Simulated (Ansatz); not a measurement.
## Piezoelectric tensor of NaF

The calculation used DFT r2SCAN+D3(BJ), scalar-relativistic, plane waves, PAW (Ansatz). Plane waves to 500 eV; Γ-centred k mesh 8×8×8; fixed occupations. No spin polarisation.

The cell is fixed (symmetry leaves no force on the atoms) and stands under -0.3 GPa:
```yaml
crystal:
  lattice:
    - [0.00000, 2.52360, 2.52360]
    - [2.52360, 0.00000, 2.52360]
    - [2.52360, 2.52360, 0.00000]
  atoms:
    - { symbol: Na, position: [0.00000, 0.00000, 0.00000] }
    - { symbol: F, position: [0.25000, 0.25000, 0.25000] }
```

The cell is the ideal cubic zincblende prototype; this isn't the usual structure of the compound.

(1) Give the relaxed-ion proper piezoelectric stress tensor e_iJ (C/m², Voigt columns xx yy zz yz xz xy).

(2) With the elastic constants (GPa, Voigt order)
C11 = 39.7, C12 = 36.6, C13 = 36.6, C22 = 39.7, C23 = 36.6, C33 = 39.7, C44 = 13.7, C55 = 13.7, C66 = 13.7 GPa; the others vanish.
find the strain coefficients d = e·C⁻¹ (pC/N).

Results:

(1)
```
x   0.00 0.00 0.00 0.50 0.00 0.00
y   0.00 0.00 0.00 0.00 0.50 0.00
z   0.00 0.00 0.00 0.00 0.00 0.50
```
Signs follow the orientation of the cell as given.

(2)
```
x    0.0  0.0  0.0 36.6  0.0  0.0
y    0.0  0.0  0.0  0.0 36.6  0.0
z    0.0  0.0  0.0  0.0  0.0 36.6
```

Cost: 1 run of about 2.7 core-minutes, on Intel Xeon Processor @ 2.50GHz (Skylake/Cascade Lake) (shared hosts).